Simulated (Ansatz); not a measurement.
Rutile GeO2 was calculated with PBE in Ansatz (plane waves, PAW).

Numerical settings: plane-wave cutoff 500 eV, 8×8×10 k mesh (along the axes of the cell as run), gaussian smearing 0.02 eV, scalar-relativistic PAW data made under PBE.

Computed at the level's own relaxed cell.

Q: Estimate the equilibrium volume per atom, lattice constant a, c axis length and band gap that the calculation returns.

A: 
- equilibrium volume per atom = 9.75 Å³/atom
- lattice constant a = 4.487 Å
- c axis length = 2.905 Å
- band gap = 1.23 eV (on the SCF k mesh)

Measured, for comparison: band gap 4.68 eV (temperature not stated, no zero-point or thermal correction, direct (forbidden), UV absorption; as tabulated in Mengle et al. (2019), arXiv:1905.10301); lattice constant a 4.397 Å (temperature not stated, no zero-point or thermal correction; as tabulated in Saito and Ono (2011), arXiv:1008.4998); lattice parameter c 2.862 Å (room temperature, no zero-point or thermal correction; as tabulated in Hiroi (2015), arXiv:1503.02262). Computed (rounded) less measured: lattice constant a +2.0 %, lattice parameter c +1.5 %.

Spin–orbit coupling is not included.

Static lattice: no zero-point or thermal effects.

Ansatz is a first-principles code.
